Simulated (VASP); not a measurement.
Runs of VASP 6.6.1 on BaTiO3. Symmetry: P4mm, No. 99, tetragonal system. Conventional cell: a = 4.000 Å, b = 4.000 Å, c = 4.018 Å, α = 90.00°, β = 90.00°, γ = 90.00°. Ba (site symmetry 4mm) is surrounded by 12 O at 2.79 to 2.88 Å. Around Ti (site symmetry 4mm) lie 6 O at 1.89 to 2.13 Å. O (site symmetry 2mm) is surrounded by 2 Ti at 2.00 Å. O (site symmetry 4mm) is surrounded by 2 Ti at 1.89 to 2.13 Å. 

```tsv
task	level	spin	cell	k mesh	cutoff (eV)	gap on the mesh (eV)	pressure (GPa)	relaxed volume (Å³/atom)	largest force (eV/Å)
relaxation of cell and atoms	revPBE	off	relaxed	7 × 7 × 7	600	1.88	0.0	(b)	-
band structure	BLYP	off	as given	7 × 7 × 7	520	1.89	9.9	-	(c)
band structure	PBEsol	SOC, no magnetisation	as given	5 × 5 × 5	520	-	-3.1	-	0.31
band structure	revPBE	off	as given	7 × 7 × 7	520	1.89	7.3	-	(a)
band structure	RPBE	off	as given	7 × 7 × 7	520	1.90	-	-	-
relaxation of cell and atoms	RPBE	off	relaxed	7 × 7 × 7	600	1.88	-0.1	14.23	0.01
```

Alike in all rows: potentials or basis VASP PAW PBE potentials, release 64 (Ba_sv, Ti_sv, O); smearing fermi-dirac 0.05 eV.

Q: Estimate the missing entries.

A: (a) 0.27; (b) 14.00; (c) 0.19.

Caveats: the PAW data sets were made with another functional, which shifts forces and pressure a little; spin-orbit coupling is left out, which moves the levels of the heavy elements (some runs); the mesh misses the band edges, which the band path finds closer together (some runs); an odd mesh through Γ misses points on the zone boundary, where band edges often lie (some runs); the volume moved by +11 % from the deposited cell, more than functionals usually miss (some runs).

A k mesh can miss the band edges, and rows without SOC leave out spin-orbit coupling on Ba.
